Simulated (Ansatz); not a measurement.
# Ta (dhcp): energy against volume

All numbers below come from DFT, revPBE, plane waves (420 eV) with PAW, scalar-relativistic (Ansatz). (PAW data from PBE, frozen cores regenerated.)

The cell is scaled uniformly from the relaxed one, with fractional coordinates and shape fixed. Energies are extrapolated to zero smearing, pressures are those at the given smearing. Magnetic state: spin not included.

A Birch-Murnaghan fit gives V₀ = 19.02 Å³/atom, B₀ = 186 GPa, B₀′ = 3.7.

Question: What are the energy above the minimum and the pressure at 16.750 Å³/atom?

Answer: 191.6 meV/atom and 29.92 GPa as computed.

Question: What are the energy above the minimum and the pressure at 18.272 Å³/atom?

Answer: 18.1 meV/atom and 8.18 GPa as computed.

Question: What are the energy above the minimum and the pressure at 20.557 Å³/atom?

Answer: 63.7 meV/atom and -12.29 GPa as computed.
